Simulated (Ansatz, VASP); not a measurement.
**AgCl: VASP beside Ansatz**

```
Ag Cl
1.0
     0.00000    2.79152    2.79152
     2.79152    0.00000    2.79152
     2.79152    2.79152    0.00000
Ag Cl
1 1
Direct
  0.50000 0.50000 0.50000
  0.00000 0.00000 0.00000
```

Change from the starting cell: volume scaled by 1.02.

Alike in both runs: task single point; functional PBE; k mesh 8 × 8 × 8; occupations fermi-dirac, width 0.02 eV; no spin polarisation.

```csv
,VASP,Ansatz
version,VASP 6.6.1,Ansatz 0.2.0
potentials or method,"VASP PAW PBE potentials, release 64 (Ag, Cl), cutoff 520 eV","all-electron LAPW, scalar-relativistic"
```

|  | VASP | Ansatz | Ansatz less VASP |
| --- | --- | --- | --- |
| gap on the k mesh at the Fermi level (eV) | 0.91 | 0.92 | +0.004 |
| pressure (GPa) | 0.5 | 0.7 | +0.14 |

Ansatz ran all-electron here, so the differences hold the error of VASP's frozen core and of both bases.

A k mesh can miss the band edges.
